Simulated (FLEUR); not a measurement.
The system is HgSe.

```xyz
2
Lattice="0.0000 3.0390 3.0390 3.0390 0.0000 3.0390 3.0390 3.0390 0.0000" Properties=species:S:1:pos:R:3 pbc="T T T"
Hg    0.0000    0.0000    0.0000
Se    4.5585    4.5585    4.5585
```

* Program: FLEUR MaX-R8.1 (later development tree)
* Task: single point
* Functional: PBE
* Potentials or basis: all-electron
* Basis: FLAPW
* Kmax: 3.8 1/bohr
* k mesh: 8 × 8 × 8
* Occupations: fermi-dirac, width 0.05 eV
* Spin: no spin polarisation
* Gmax: 11.8 1/bohr
* Muffin-tin radii: Hg 2.23, Se 2.23 bohr
* lmax: Hg 9, Se 9
* Local orbitals a species: Hg 5, Se 4
* Max iterations: 60
* Mixing factor: 0.05
* Mixer: Anderson
* Mixer history: 15
* Density convergence: 1e-05 me/bohr^3

On this cell: largest force zero by symmetry; band gap on the k mesh none (metal or under the smearing width).

The same run follows on a disturbed copy (atoms moved at random, drawn with an rms of 0.05 Å):

```
Hg Se
1.0
     0.00000    3.03900    3.03900
     3.03900    0.00000    3.03900
     3.03900    3.03900    0.00000
Hg Se
1 1
Direct
  0.00528 0.99175 0.01093
  0.75446 0.73484 0.76053
```

Problem. What changes?

Solution. The energy (extrapolated to zero smearing) moves by +1.2 meV/atom; largest force 0.125 eV/Å; band gap on the k mesh none (metal or under the smearing width).

Forces in eV/Å, atoms in the order of the input:
```
Hg  -0.086 -0.005 -0.091
Se   0.086  0.005  0.091
```
